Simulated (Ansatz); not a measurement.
# CuCl: pressure against volume

One table from this session's results is given with a row withheld; the runs are named, their logs left out.

Method: DFT PBE, scalar-relativistic, in Ansatz 0.2.0.

### The starting structure

It takes space group F-43m (No. 216, cubic). Conventional cell: a = 5.420 Å, b = 5.420 Å, c = 5.420 Å, α = 90.00°, β = 90.00°, γ = 90.00°. Cu (site symmetry -43m) is surrounded by 4 Cl at 2.35 Å. Cl (site symmetry -43m) is surrounded by 4 Cu at 2.35 Å.

As a file:

```
CELL_PARAMETERS angstrom
0.00000 2.71010 2.71010
2.71010 0.00000 2.71010
2.71010 2.71010 0.00000
ATOMIC_POSITIONS crystal
Cu 0.00000 0.00000 0.00000
Cl 0.75000 0.75000 0.75000
```

Structure: COD 9013925, as refined from experiment and not relaxed.

Atoms are numbered in the order of the input: Cu1, Cl2.

The first run:

Contents of input.yaml:

```yaml
crystal:
  lattice:
    - [0.0, 2.6552469348, 2.6552469348]
    - [2.6552469348, 0.0, 2.6552469348]
    - [2.6552469348, 2.6552469348, 0.0]
  atoms:
    - { symbol: Cu, position: [0.0, 0.0, 0.0] }
    - { symbol: Cl, position: [0.75, 0.75, 0.75] }
kpoints:
  mp_grid: { grid: [11, 11, 11] }
scf:
  occupations: { method: fermi_dirac, width: 0.03 }
hamiltonian:
  xc: pbe
  pseudopotentials: { kind: all_electron, lapw: { basis_error: 0.00025 } }
output:
  forces: true
  stress: true
  eigenvalues: true
```

On the command line:

```bash
> ansatz run input.yaml --threads 1 --pin off --max-ram 3072MiB --backend cpu --events-out ev --progress --plain --runs-dir out
```

Among the steps run: Volume × 0.9405, LAPW; Volume × 0.9405, PAW; Volume × 0.9405, crystal datasets; Volume × 0.97, LAPW; Volume × 0.97, PAW; Volume × 1.03, LAPW; Volume × 1.03, PAW; Volume × 1.06, LAPW.

One of the session's tables, all rows but one given; the rest of the session is left out.

```
          method  volume (Å³/atom)  F above the lowest (meV/atom)  gap on the k mesh (eV)
            LAPW            18.720                           13.3                    0.65
            LAPW            19.308                            3.5                    0.59
            LAPW            19.905                            0.0                    0.53
            LAPW            20.502                              ?                       ?
            LAPW            21.099                            8.8                    0.43
             PAW            18.720                           13.0                    0.65
             PAW            19.308                            3.3                    0.59
             PAW            19.905                            0.0                    0.53
             PAW            20.502                            2.2                    0.48
crystal datasets            18.720                              –                    0.65
crystal datasets            19.905                              –                    0.53
```

Estimate the missing values for LAPW, 20.502.

The run gave: F above the lowest (meV/atom): 2.1; gap on the k mesh (eV): 0.48. In the column «F above the lowest (meV/atom)» it lies between PAW, 19.905 (0.0) and PAW, 20.502 (2.2).

Limits of these values: Warnings in the runs' records: crystal datasets made.
